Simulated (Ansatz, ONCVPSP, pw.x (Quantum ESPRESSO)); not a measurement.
What a changed setting does to a pw.x run (sc Al)

Potential: optimised norm-conserving Vanderbilt (ONCV), ONCVPSP 4.0.1.1 (patched build), PBE; core [Ne], reference 3s2 3p1; waves: 3s: rc 2.10 bohr, ncon 3, nbas 8, qcut 3.4 1/bohr, 3 projectors, debl 1.9 Ha; 3p: rc 2.05 bohr, ncon 4, nbas 8, qcut 3.6 1/bohr, 2 projectors, debl 1.6 Ha; d scattering state at 0.38 Ha: rc 2.00 bohr, ncon 3, nbas 7, qcut 4.7 1/bohr, 3 projectors, debl 1.6 Ha; local part: polynomial inside 1.35 bohr (lpopt 5, dvloc0 0 Ha); core correction: none.

The reference run (k-mesh 12³, cutoffs 35/140 Ry, Fermi–Dirac 0.01 Ry, mixing_beta 0.4, conv_thr 1e-9, no spin) gives 0.67 GPa at 20.086 Å³/atom, where all-electron LAPW gives 0.26 GPa. This run, with its own iteration cap, changes k-mesh points per axis to 4.

```
&control
  calculation='scf', prefix='x', pseudo_dir='./', outdir='./tmp', tstress=.true., disk_io='none'
/
&system
  ibrav=0, nat=1, ntyp=1, ecutwfc=35, ecutrho=140, nbnd=8,
  occupations='smearing', smearing='fd', degauss=0.01
/
&electrons
  conv_thr=1e-09, mixing_beta=0.4, electron_maxstep=60
/
ATOMIC_SPECIES
Al 1.0 Al.UPF
CELL_PARAMETERS angstrom
  2.71830272 0.00000000 0.00000000
  0.00000000 2.71830272 0.00000000
  0.00000000 0.00000000 2.71830272
ATOMIC_POSITIONS crystal
Al 0.0000 0.0000 0.0000
K_POINTS automatic
4 4 4 0 0 0
```

```bash
pw.x < Al.scf.in > Al.scf.out
```

How does the run end?

It converges in 6 iterations; the free energy moves by -76.9 meV/atom and the pressure by +0.56 GPa.

```
Message from routine setup:
     using ibrav=0 with symmetry is DISCOURAGED, use correct ibrav instead
     lattice parameter (alat)  =       5.1368  a.u.
     unit-cell volume          =     135.5470 (a.u.)^3
     number of electrons       =         3.00
     number of Kohn-Sham states=            8
     kinetic-energy cutoff     =      35.0000  Ry
     charge density cutoff     =     140.0000  Ry
     scf convergence threshold =      1.0E-09
     Exchange-correlation= PBE
     number of k points=    10  Fermi-Dirac smearing, width (Ry)=  0.0100
     iteration #  1     ecut=    35.00 Ry     beta= 0.40
     total energy              =      -4.12803298 Ry
     estimated scf accuracy    <       0.00243330 Ry
     iteration #  2     ecut=    35.00 Ry     beta= 0.40
     total energy              =      -4.12824800 Ry
     estimated scf accuracy    <       0.00084115 Ry
     iteration #  3     ecut=    35.00 Ry     beta= 0.40
     total energy              =      -4.12827883 Ry
     estimated scf accuracy    <       0.00000587 Ry
     iteration #  4     ecut=    35.00 Ry     beta= 0.40
     total energy              =      -4.12827989 Ry
     estimated scf accuracy    <       0.00000011 Ry
     iteration #  5     ecut=    35.00 Ry     beta= 0.40
     total energy              =      -4.12827991 Ry
     estimated scf accuracy    <          6.6E-09 Ry
     iteration #  6     ecut=    35.00 Ry     beta= 0.40
     the Fermi energy is     6.1647 ev
!    total energy              =      -4.12827991 Ry
     estimated scf accuracy    <          7.0E-11 Ry
     smearing contrib. (-TS)   =      -0.00323054 Ry
     The total energy is F=E-TS. E is the sum of the following terms:
     one-electron contribution =       2.34176004 Ry
     hartree contribution      =       0.03357457 Ry
     xc contribution           =      -1.52930460 Ry
     ewald contribution        =      -4.97107939 Ry
     convergence has been achieved in   6 iterations
          total   stress  (Ry/bohr**3)                   (kbar)     P=       12.31
     Message from routine punch:
     Nothing written, as per user request (disk_io='none')
```

The run took about 0.7 s on one core of a shared host (Neoverse-N1, 64 threads, 124 GiB, load 62).
